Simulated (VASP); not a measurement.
Write the native input for VASP 6.6.1 that does the following.

| Property | Result |
| --- | --- |
| Task | relaxation of cell and atoms |
| Functional | r2SCAN |
| Potentials or basis | VASP PAW PBE potentials, release 64 (B, As) |
| Cutoff | 600 eV |
| k mesh | 10 × 10 × 10 |
| Occupations | gaussian, width 0.03 eV |
| Spin | no spin polarisation |
| Target pressure | 19.4 GPa |
| Further INCAR settings | ALGO = Normal; EDIFF = 1e-07; IBRION = 2; EDIFFG = -0.005; NSW = 90; ISIF = 3 |
| Target pressure | 19.4 GPa |

The structure of BAs lies in POSCAR:

```
BAs                                     
1.0
    0.0000000000      2.3080275547      2.3080275547
    2.3080275547      0.0000000000      2.3080275547
    2.3080275547      2.3080275547      0.0000000000
  B               As            
     1     1
Direct
     1.0000000000000000    1.0000000000000000    1.0000000000000000
     0.2500000000000000    0.2500000000000000    0.2500000000000000
```

The input as run:

INCAR

```
SYSTEM = BAs
ALGO = Normal
EDIFF = 1E-7
EDIFFG = -0.005
ENCUT = 600
IBRION = 2
ISIF = 3
ISMEAR = 0
LASPH = .TRUE.
LCHARG = .FALSE.
LMIXTAU = .TRUE.
LREAL = .FALSE.
LWAVE = .FALSE.
METAGGA = R2SCAN
NELM = 80
NSW = 90
PREC = Accurate
PSTRESS = 194.0
SIGMA = 0.03
```

KPOINTS

```
k-points
0
G
  10 10 10
  0 0 0
```

Potentials or basis: VASP PAW PBE potentials, release 64 (B, As).

Command:

```console
$ cat potpaw_PBE.64/B/POTCAR potpaw_PBE.64/As/POTCAR > POTCAR
$ mpirun -np 1 vasp_std > vasp.out
```

Results of the run:

```yaml
Relaxed_volume: 12.29 Å³/atom
Relaxed_cell: a = 3.263 Å, b = 3.263 Å, c = 3.263 Å, α = 60.00°, β = 60.00°, γ = 60.00°
Space_group_after_relaxing_to_0.05_Å: F-43m (No. 216)
Energy_change_on_relaxing_the_enthalpy_is_what_falls: +0.8 meV/atom
Ionic_steps: 3
Pressure_after_relaxing: 19.4 GPa
Band_gap_on_the_k_mesh: 1.25 eV, indirect (least direct gap 3.57 eV)
```

Caveat: the cell is relaxed towards a set pressure, so the enthalpy falls and the energy may rise; the PAW data sets were made with another functional, which shifts forces and pressure a little.

Wall time 60 s on 1 thread of Intel(R) Xeon(R) 6975P-C (Granite Rapids) (shared host), peak memory 0.18 GiB.
